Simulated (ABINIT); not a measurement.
## Cu: single point with PBEsol

Cu:

```xyz
1
Lattice="0.0000 1.8075 1.8075 1.8075 0.0000 1.8075 1.8075 1.8075 0.0000" Properties=species:S:1:pos:R:3 pbc="T T T"
Cu    0.0000    0.0000    0.0000
```

* Program: ABINIT 10.8.3 (patched build)
* Task: single point
* Functional: PBEsol
* Potentials or basis: JTH PAW PBE v2.0
* Cutoff: 544 eV
* k mesh: 10 × 10 × 10
* Occupations: fermi-dirac, width 0.05 eV
* Spin: no spin polarisation
* Fine-grid cutoff: 1088.46 eV
* Exchange and correlation inside the PAW spheres: full angular mesh (pawxcdev 0, this build's default; the released program takes 1)

The band gap on the k mesh is none (metal or under the smearing width) and the valence electrons inside the program's atomic spheres are Cu 17.36 (radii [1.0588] Å).

Levels at points of the mesh, in eV from the Fermi level:
| k point | band 8 | band 9 | band 10 | band 11 | band 12 | band 13 |
| --- | --- | --- | --- | --- | --- | --- |
| (0.00, 0.00, 0.00) | -2.89 | -2.05 | -2.05 | 22.94 | 25.40 | 25.40 |
| (0.50, 0.00, 0.00) | -1.48 | -1.48 | -0.98 | 3.86 | 21.36 | 22.17 |
| (0.50, 0.50, 0.00) | -1.34 | -1.34 | 1.52 | 7.21 | 13.14 | 13.14 |

Wall time 8.6 s on 1 thread of Intel(R) Xeon(R) 6975P-C (Granite Rapids) (shared host), peak memory 0.09 GiB.
